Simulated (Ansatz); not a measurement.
A (100) slab of InAs (F-43m (No. 216)), 9 planes, outer planes As (top) and As (bottom), with 9 atoms (In4As5) in a surface cell of A = 18.529 Å², as cut from the bulk:

```
CELL_PARAMETERS angstrom
4.30449 0.00000 0.00000
0.00000 4.30449 0.00000
0.00000 0.00000 27.17493
ATOMIC_POSITIONS crystal
As 0.00000 0.50000 0.27599
In 0.50000 0.50000 0.33199
As 0.50000 0.00000 0.38799
In 0.00000 0.00000 0.44400
As 0.00000 0.50000 0.50000
In 0.50000 0.50000 0.55600
As 0.50000 0.00000 0.61201
In 0.00000 0.00000 0.66801
As 0.00000 0.50000 0.72401
```

These are results of DFT PBEsol, scalar-relativistic, plane waves, PAW in Ansatz 0.2.0, not measurements. Cutoff 420 eV; k points 8×8×1 on the computed 9-atom cell (Γ-centred); Gaussian smearing, width 0.10 eV; no spin polarisation. The cell repeats along c with a dipole correction in the vacuum.

The relaxed slab holds 4 formula units of InAs and 1 further As. Against those formula units in the bulk and the further As in its standard state it lies 3.621 eV higher. The formation energy of InAs from the standard states is -0.399 eV a formula unit (uncorrected, no zero-point or thermal terms).

Q: Over what range can the chemical potential of As vary, and what is the surface energy at both ends?

A: In contact with the bulk, μ(As) + μ(In) is fixed. With Δμ counted from the standard states, Δμ(As) ≤ 0 keeps elemental As from forming, and Δμ(In) ≤ 0 requires Δμ(As) ≥ ΔH = -0.399 eV. Other compounds of As and In can narrow this range. Then γ, the mean of both faces, = [3.621 eV − 1.00·Δμ(As)]/(2A). At the As-rich end (Δμ = 0): 3.621/(2 × 18.529) × 16.02 = 1.57 J/m². At the As-poor end: (3.621 + 0.399)/(2 × 18.529) × 16.02 = 1.74 J/m².

Q: How does its energy depend on growth conditions?

A: It carries an excess of As, so its energy falls by 0.43 J/m² for each eV that μ(As) rises: As-rich conditions lower it; whether it appears depends on the other terminations.

The As-terminated surface stays costly throughout the allowed range, falling only from 1.74 to 1.57 J/m² towards As-rich conditions. That slope reflects the excess As alone; the high level comes from the bonding. Cutting a polar (100) plane leaves each outer As without its In neighbours on one side, and the electrons remaining in the broken bonds are too few to fill the As dangling orbitals. Real InAs(100) relieves this through As dimers and missing atoms, which let the As lone pairs fill and the In dangling orbitals empty. A surface cell with one As per face cannot form such dimers, so these energies probably lie well above those of the reconstructed surfaces and describe an ideal termination rather than the one seen in growth.

The formation energy of -0.399 eV is also weaker than calorimetry gives, probably because the functional's errors cancel poorly between the compound and the elements. The true chemical-potential window is therefore likely wider, but the preference for As-rich conditions follows from stoichiometry and is unaffected.
